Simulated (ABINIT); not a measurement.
# TePb (Fm-3m) in ABINIT: further runs

The runs below take TePb through band structure, equation of state, with SCAN, PBE, HCTH407, LDA, PBEsol.

All numbers are computed with ABINIT 10.8.3 (patched build); they aren't measurements. Logs are shortened: lines on timing, memory, paths and dates and some standing lists are left out, and cuts for length are marked. The log counts tension as positive stress, the text compression.

**What was measured.**

From a printed reference work, monograph, for a bulk crystal of TePb at 4.2 K: band gap 0.19 eV (direct).

The results are compared with them further down.

**1. Starting point**

Symmetry: Fm-3m, No. 225, cubic system. The conventional cell has a = 6.462 Å, b = 6.462 Å, c = 6.462 Å, α = 90.00°, β = 90.00°, γ = 90.00°. Pb (site symmetry m-3m) has 6 Te at 3.23 Å as nearest neighbours. Te (site symmetry m-3m) is surrounded by 6 Pb at 3.23 Å.

**2. Band structure, SCAN**

run.abi reads:

```
# Datasets: ground state, then fixed potential
ndtset 2

# Pseudopotentials
pp_dirpath "./"
pseudos "Pb.GGA_PBE-JTH_sp.xml, Te.GGA_PBE-JTH.xml"

# Structure
acell 3*1.0
rprim
     0.0000000000     6.1057051087     6.1057051087
     6.1057051087     0.0000000000     6.1057051087
     6.1057051087     6.1057051087     0.0000000000
ntypat 2
znucl 82 52
natom 2
typat 1 2
xred
     0.0000000000     0.0000000000     0.0000000000
     0.5000000000     0.5000000000     0.5000000000

# Plane-wave basis
ecut 18.0
pawecutdg 36.0

# Exchange and correlation
ixc -263267
usekden 1
pawxcdev 0

# Bands and occupations
occopt 3
tsmear 0.00183747

# SCF cycle
nstep 100

# Output
iomode 3
prtwf 0
prteig 0
prtebands 0
enunit 2
prtden1 1
prtkden1 1

# Dataset 1
kptopt1 1
ngkpt1 7 7 7
nshiftk1 1
shiftk1 0.0 0.0 0.0
nband1 9
tolvrs1 1.0e-7

# Dataset 2: bands along G-X-W-K-G-L-U-W-L-K
iscf2 -2
getden2 1
getkden2 1
nband2 13
nbdbuf2 2
tolwfr2 1.0e-12
kptopt2 -9
ndivsm2 6
prteig2 1
prtvol2 -3
kptbounds2
     0.0000000000     0.0000000000     0.0000000000
     0.5000000000     0.0000000000     0.5000000000
     0.5000000000     0.2500000000     0.7500000000
     0.3750000000     0.3750000000     0.7500000000
     0.0000000000     0.0000000000     0.0000000000
     0.5000000000     0.5000000000     0.5000000000
     0.6250000000     0.2500000000     0.6250000000
     0.5000000000     0.2500000000     0.7500000000
     0.5000000000     0.5000000000     0.5000000000
     0.3750000000     0.3750000000     0.7500000000
```

Potentials or basis: JTH PAW PBE v2.0 sp.

Launch:

```console
$ abinit run.abi > log 2>&1
```

run.abo:

```text
.Version 10.8.3 of ABINIT
 DATASET    1 : space group Fm -3 m (#225); Bravais cF (face-center cubic)
================================================================================
 Values of the parameters that define the memory need for DATASET  1.
     intxc =       0    ionmov =       0      iscf =      17    lmnmax =      13
     lnmax =       5     mgfft =      36  mpssoang =       3    mqgrid =    3001
     natom =       2  nloc_mem =       2    nspden =       1   nspinor =       1
    nsppol =       1      nsym =      48    n1xccc =       1    ntypat =       2
    occopt =       3   xclevel =       2
       mpw =        1678          nfft =       46656          nkpt =          20
 PAW method is used; the additional fine FFT grid is defined by:
   mgfftf=        48    nfftf =    110592
================================================================================
================================================================================

 DATASET    2 : space group Fm -3 m (#225); Bravais cF (face-center cubic)
================================================================================
 Values of the parameters that define the memory need for DATASET  2.
     intxc =       0    ionmov =       0      iscf =      -2    lmnmax =      13
     lnmax =       5     mgfft =      36  mpssoang =       3    mqgrid =    3001
     natom =       2  nloc_mem =       2    nspden =       1   nspinor =       1
    nsppol =       1      nsym =      48    n1xccc =       1    ntypat =       2
    occopt =       3   xclevel =       2
       mpw =        1679          nfft =       46656          nkpt =         103
 PAW method is used; the additional fine FFT grid is defined by:
   mgfftf=        48    nfftf =    110592
================================================================================
================================================================================

--------------------------------------------------------------------------------
------------- Echo of variables that govern the present computation ------------
--------------------------------------------------------------------------------
 -outvars: echo values of preprocessed input variables --------
            acell      1.0000000000E+00  1.0000000000E+00  1.0000000000E+00 Bohr
              amu      2.07200000E+02  1.27600000E+02
             ecut      1.80000000E+01 Hartree
           enunit           2
           getden1          0
           getden2          1
          getkden1          0
          getkden2          1
             iscf1         17
             iscf2         -2
              ixc     -263267
           jdtset        1    2
           kptopt1          1
[... 989 lines left out ...]
  -0.60706   -0.39531   -0.22167   -0.22167   -0.17075   -0.08304    0.00407    0.00407
[... 277 lines left out ...]
 kpt#  99, nband= 13, wtk=  1.00000, kpt=  0.4250  0.4250  0.6500 (reduced coord)
  -0.55343   -0.47740   -0.27676   -0.22367   -0.20985   -0.05789   -0.05782    0.01496
   0.09448    0.15680    0.17988    0.23364    0.24122
 kpt# 100, nband= 13, wtk=  1.00000, kpt=  0.4125  0.4125  0.6750 (reduced coord)
  -0.55179   -0.47427   -0.29001   -0.22997   -0.21754   -0.04575   -0.04508    0.03625
   0.08055    0.15839    0.17999    0.22880    0.23903
 kpt# 101, nband= 13, wtk=  1.00000, kpt=  0.4000  0.4000  0.7000 (reduced coord)
  -0.55041   -0.47105   -0.30069   -0.23561   -0.22441   -0.03405   -0.03346    0.05394
   0.06770    0.16306    0.18194    0.22420    0.23633
 kpt# 102, nband= 13, wtk=  1.00000, kpt=  0.3875  0.3875  0.7250 (reduced coord)
  -0.54952   -0.46784   -0.30841   -0.24051   -0.23045   -0.02345   -0.02312    0.05620
   0.06694    0.16997    0.18582    0.22119    0.23304
 kpt# 103, nband= 13, wtk=  1.00000, kpt=  0.3750  0.3750  0.7500 (reduced coord)
  -0.54937   -0.46467   -0.31287   -0.24460   -0.23564   -0.01550   -0.01322    0.04632
   0.07452    0.17748    0.19151    0.22127    0.22903
 Eigenvalues (   eV  ) for nkpt= 103  k points:
 kpt#   1, nband= 13, wtk=  1.00000, kpt=  0.0000  0.0000  0.0000 (reduced coord)
 -16.77613  -10.06831   -5.67028   -5.67028   -5.67028    0.01552    0.01552    0.01552
   1.93595    1.93595    1.93595    3.76080    3.76107
 kpt#   2, nband= 13, wtk=  1.00000, kpt=  0.0294  0.0000  0.0294 (reduced coord)
 -16.76563  -10.10565   -5.68675   -5.68675   -5.60959   -0.16347    0.01511    0.01511
   1.87197    1.98508    1.98508    3.76880    3.84067
 kpt#   3, nband= 13, wtk=  1.00000, kpt=  0.0588  0.0000  0.0588 (reduced coord)
 -16.73421  -10.21079   -5.73505   -5.73505   -5.43719   -0.61391    0.01723    0.01723
   1.70561    2.12772    2.12772    3.79274    3.91068
 kpt#   4, nband= 13, wtk=  1.00000, kpt=  0.0882  0.0000  0.0882 (reduced coord)
 -16.68221  -10.36692   -5.81200   -5.81200   -5.18047   -1.18968    0.02935    0.02935
   1.48339    2.35202    2.35202    3.83233    3.97340
 kpt#   5, nband= 13, wtk=  1.00000, kpt=  0.1176  0.0000  0.1176 (reduced coord)
 -16.61019  -10.55459   -5.91288   -5.91288   -4.88670   -1.77714    0.05891    0.05891
   1.23956    2.64387    2.64387    3.88712    4.05271
 kpt#   6, nband= 13, wtk=  1.00000, kpt=  0.1471  0.0000  0.1471 (reduced coord)
 -16.51901  -10.75683   -6.03202   -6.03202   -4.64623   -2.25977    0.11071    0.11071
[... 278 lines left out ...]
 -15.05959  -12.99074   -7.53114   -6.08630   -5.71039   -1.57520   -1.57349    0.40700
   2.57107    4.26673    4.89491    6.35777    6.56399
 kpt# 100, nband= 13, wtk=  1.00000, kpt=  0.4125  0.4125  0.6750 (reduced coord)
 -15.01500  -12.90554   -7.89166   -6.25770   -5.91958   -1.24488   -1.22671    0.98645
   2.19178    4.31009    4.89780    6.22609    6.50432
 kpt# 101, nband= 13, wtk=  1.00000, kpt=  0.4000  0.4000  0.7000 (reduced coord)
 -14.97735  -12.81793   -8.18223   -6.41136   -6.10652   -0.92656   -0.91037    1.46787
   1.84211    4.43719    4.95097    6.10067    6.43089
 kpt# 102, nband= 13, wtk=  1.00000, kpt=  0.3875  0.3875  0.7250 (reduced coord)
 -14.95310  -12.73063   -8.39219   -6.54465   -6.27079   -0.63824   -0.62919    1.52920
   1.82145    4.62508    5.05632    6.01895    6.34124
 kpt# 103, nband= 13, wtk=  1.00000, kpt=  0.3750  0.3750  0.7500 (reduced coord)
 -14.94913  -12.64438   -8.51367   -6.65587   -6.41207   -0.42183   -0.35965    1.26042
   2.02783    4.82938    5.21135    6.02098    6.23221

== END DATASET(S) ==============================================================
================================================================================

 -outvars: echo values of variables after computation  --------
            acell      1.0000000000E+00  1.0000000000E+00  1.0000000000E+00 Bohr
           etotal1     6.2510035373E+01
            fcart1    -0.0000000000E+00 -0.0000000000E+00 -0.0000000000E+00
                      -0.0000000000E+00 -0.0000000000E+00 -0.0000000000E+00
            rprim      0.0000000000E+00  6.1057051087E+00  6.1057051087E+00
                       6.1057051087E+00  0.0000000000E+00  6.1057051087E+00
                       6.1057051087E+00  6.1057051087E+00  0.0000000000E+00
           strten1    -3.0786871217E-05 -3.0786871217E-05 -3.0786871217E-05
                       0.0000000000E+00  0.0000000000E+00  0.0000000000E+00
           xangst      0.0000000000E+00  0.0000000000E+00  0.0000000000E+00
                       3.2309999978E+00  3.2309999978E+00  3.2309999978E+00
             xred      0.0000000000E+00  0.0000000000E+00  0.0000000000E+00
                       5.0000000000E-01  5.0000000000E-01  5.0000000000E-01
 Calculation completed.
```

It took 3.2 min on 1 thread of Arm Neoverse V2, shared host; peak memory 0.16 GiB.

Results:

* Free energy: 1700.9847 eV
* Pressure: 0.9 GPa
* Band gap along the path: 0.87 eV, direct
* Valence electrons inside the program's atomic spheres: Pb 2.57; Te 3.15

Levels at the corners of the path, in eV from the Fermi level:
```csv
point,band 2,band 3,band 4,band 5,band 6,band 7,band 8,band 9
Γ,-6.33,-1.93,-1.93,-1.93,3.75,3.75,3.75,5.67
X,-8.21,-5.16,-3.43,-3.43,3.15,5.21,5.21,6.52
W,-8.94,-4.44,-4.44,-0.88,1.20,5.11,5.11,6.62
K,-8.91,-4.78,-2.92,-2.67,3.32,3.38,5.00,5.77
Γ,-6.33,-1.93,-1.93,-1.93,3.75,3.75,3.75,5.67
L,-9.54,-1.45,-1.45,-0.47,0.40,0.74,0.74,8.18
U,-8.91,-4.78,-2.92,-2.67,3.32,3.38,5.00,5.77
W,-8.94,-4.44,-4.44,-0.88,1.20,5.11,5.11,6.62
L,-9.54,-1.45,-1.45,-0.47,0.40,0.74,0.74,8.18
K,-8.91,-4.78,-2.92,-2.67,3.32,3.38,5.00,5.77
```

Caveat: this odd mesh misses L, where the gap lies, so gap, dielectric constants and Born charges aren't listed; totals of a meta-GGA on PAW files have another zero than those of a GGA; the PAW data sets were made with another functional, which shifts forces and pressure a little; spin-orbit coupling is left out, which moves the levels of the heavy elements; this set keeps more shells in the core, which shifts pressures and gaps.

**3. Band structure, PBE, spin-orbit coupling, no magnetisation**

run.abi reads:

```
ndtset 2

pp_dirpath "./"
pseudos "Pb.GGA_PBE-JTH_sp.xml, Te.GGA_PBE-JTH.xml"

acell 3*1.0 Angstrom
rprim
     0.0000000000     3.2310000000     3.2310000000
     3.2310000000     0.0000000000     3.2310000000
     3.2310000000     3.2310000000     0.0000000000
ntypat 2
znucl 82 52
natom 2
typat 1 2
xred
     0.0000000000     0.0000000000     0.0000000000
     0.5000000000     0.5000000000     0.5000000000

ecut 15.0
pawecutdg 30.0

ixc 11

occopt 3
tsmear 0.05 eV

nspinor 2
nspden 1
pawspnorb 1

nstep 100

iomode 3
prtwf 0
prteig 0
prtebands 0
prtden1 1

kptopt1 4
ngkpt1 7 7 7
nshiftk1 1
shiftk1 0.0 0.0 0.0
nband1 18
tolvrs1 1.0e-9

iscf2 -2
getden2 1
nband2 26
nbdbuf2 2
tolwfr2 1.0e-12
kptopt2 -9
ndivsm2 6
prteig2 1
kptbounds2
     0.0000000000     0.0000000000     0.0000000000
     0.5000000000     0.0000000000     0.5000000000
     0.5000000000     0.2500000000     0.7500000000
     0.3750000000     0.3750000000     0.7500000000
     0.0000000000     0.0000000000     0.0000000000
     0.5000000000     0.5000000000     0.5000000000
     0.6250000000     0.2500000000     0.6250000000
     0.5000000000     0.2500000000     0.7500000000
     0.5000000000     0.5000000000     0.5000000000
     0.3750000000     0.3750000000     0.7500000000
```

Potentials or basis: JTH PAW PBE v2.0 sp.

Launch:

```console
$ abinit run.abi > log 2>&1
```

It took 2.6 min on 1 thread of Arm Neoverse V2, shared host; peak memory 0.2 GiB.

Results (log left out):

| Item | Value |
| --- | --- |
| Free energy | -328.1611 eV |
| Pressure | 2.0 GPa |
| Band gap along the path | 0.01 eV, direct |
| Valence electrons inside the program's atomic spheres | Pb 2.59; Te 3.12 |

Levels at the corners of the path, in eV from the Fermi level:
```tsv
point	band 8	band 9	band 10	band 11	band 12	band 13
Γ	-1.11	-1.11	-1.11	2.64	2.64	4.71
X	-3.29	-2.62	-2.62	3.14	3.14	4.52
W	-3.95	-0.50	-0.50	1.42	1.42	5.05
K	-2.69	-2.03	-2.03	2.98	2.98	3.99
Γ	-1.11	-1.11	-1.11	2.64	2.64	4.71
L	-0.80	-0.05	-0.05	-0.03	-0.03	1.17
U	-2.69	-2.03	-2.03	2.98	2.98	3.99
W	-3.95	-0.50	-0.50	1.42	1.42	5.05
L	-0.80	-0.05	-0.05	-0.03	-0.03	1.17
K	-2.69	-2.03	-2.03	2.98	2.98	3.99
```

Caveat: this odd mesh misses L, where the gap lies, so gap, dielectric constants and Born charges aren't listed; this set keeps more shells in the core, which shifts pressures and gaps.

(Continued in part 2 of 3.)
